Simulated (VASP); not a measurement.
Set up this calculation in VASP 6.6.1, as the native input.

| Item | Value |
| --- | --- |
| Task | relaxation of cell and atoms |
| Functional | r2SCAN |
| Potentials or basis | VASP PAW PBE potentials, release 64 (Cd, Te) |
| Cutoff | 600 eV |
| k mesh | 8 × 8 × 8 |
| Occupations | gaussian, width 0.03 eV |
| Spin | no spin polarisation |
| Further INCAR settings | ALGO = Normal; EDIFF = 1e-07; IBRION = 2; EDIFFG = -0.005; NSW = 90; ISIF = 3 |

The structure of CdTe lies in POSCAR:

```
CdTe                                    
1.0
    0.0000000000      3.2804065418      3.2804065418
    3.2804065418      0.0000000000      3.2804065418
    3.2804065418      3.2804065418     -0.0000000000
  Cd              Te            
     1     1
Direct
     0.0000000000000000    0.0000000000000000    0.0000000000000000
     0.2500000000000000    0.2500000000000000    0.2500000000000000
```

The input as run:

INCAR

```
PREC = Accurate
ENCUT = 600
EDIFF = 1E-7
ISMEAR = 0
SIGMA = 0.03
LREAL = False
LASPH = True
NELM = 80
ALGO = Normal
ISIF = 3
LWAVE = False
LCHARG = False
METAGGA = R2SCAN
LMIXTAU = True
IBRION = 2
NSW = 90
EDIFFG = -0.005
```

KPOINTS

```
Automatic mesh
0
Gamma
  8 8 8
```

Potentials or basis: VASP PAW PBE potentials, release 64 (Cd, Te).

The run is started by

```console
$ cat potpaw_PBE.64/Cd/POTCAR potpaw_PBE.64/Te/POTCAR > POTCAR
$ mpirun -np 1 vasp_std > vasp.out
```

It gave:

```
Pressure after relaxing : 0.0 GPa
Band gap on the k mesh  : 1.15 eV, direct
```

Caveat: the relaxation stopped at its first step, so nothing moved; the PAW data sets were made with another functional, which shifts forces and pressure a little; spin-orbit coupling is left out, which moves the levels of the heavy elements.

Wall time 2.9 min on 1 thread of Intel(R) Xeon(R) Platinum 8488C (Sapphire Rapids), with other jobs on the host, peak memory 0.27 GiB.
